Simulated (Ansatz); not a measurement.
# BN (hexagonal boron nitride): the cost of one run

Computed with Ansatz 0.2.0 (DFT r2SCAN+rVV10, scalar-relativistic, plane waves, PAW, unless a step's input says otherwise).

## Step 1: The starting structure

Symmetry: P6_3/mmc, No. 194, hexagonal system. Conventional cell: a = 2.504 Å, b = 2.504 Å, c = 6.661 Å, α = 90.00°, β = 90.00°, γ = 120.00°. B (site symmetry -6m2) has 3 N at 1.45 Å as nearest neighbours. N (site symmetry -6m2) is surrounded by 3 B at 1.45 Å.

Structure file:

```
B N
1.0
     2.50400    0.00000    0.00000
    -1.25200    2.16853    0.00000
     0.00000    0.00000    6.66100
B N
2 2
Cartesian
  0.0000 1.4457 1.6652
  1.2520 0.7228 4.9957
  1.2520 0.7228 1.6652
  0.0000 1.4457 4.9957
```

## Step 2: Relaxing cell and atoms: BN (hexagonal boron nitride), no spin

File input.yaml:

```yaml
crystal:
  lattice:
    - [2.504, 0.0, 0.0]
    - [-1.252, 2.1685276111, 0.0]
    - [0.0, 0.0, 6.661]
  atoms:
    - { symbol: B, position: [0.3333333333, 0.6666666667, 0.25] }
    - { symbol: "N", position: [0.6666666667, 0.3333333333, 0.25] }
    - { symbol: "N", position: [0.3333333333, 0.6666666667, 0.75] }
    - { symbol: B, position: [0.6666666667, 0.3333333333, 0.75] }
scf:
  occupations: { method: fixed }
output:
  forces: true
  stress: true
  eigenvalues: true
  write_density: true
  write_potential: true
  elf: true
  volumetric_format: npy
hamiltonian:
  xc: r2scan
  dispersion: rvv10
kpoints:
  mp_grid: { grid: [12, 12, 4] }
basis:
  ecutwfc: 560
relax:
  f_tol: 0.002
  max_steps: 60
  cell: { stress_tol: 0.005 }
```

The run is started by

```
ansatz run input.yaml --threads 4 --pin off --max-ram 8192MiB --backend cpu --events-out ev --progress --plain --runs-dir out
```

Q: Estimate wall time and peak memory on 4 threads of AMD EPYC 7R43 (Zen 3), shared host.

About 9.1 s, with a peak of 0.58 GiB.
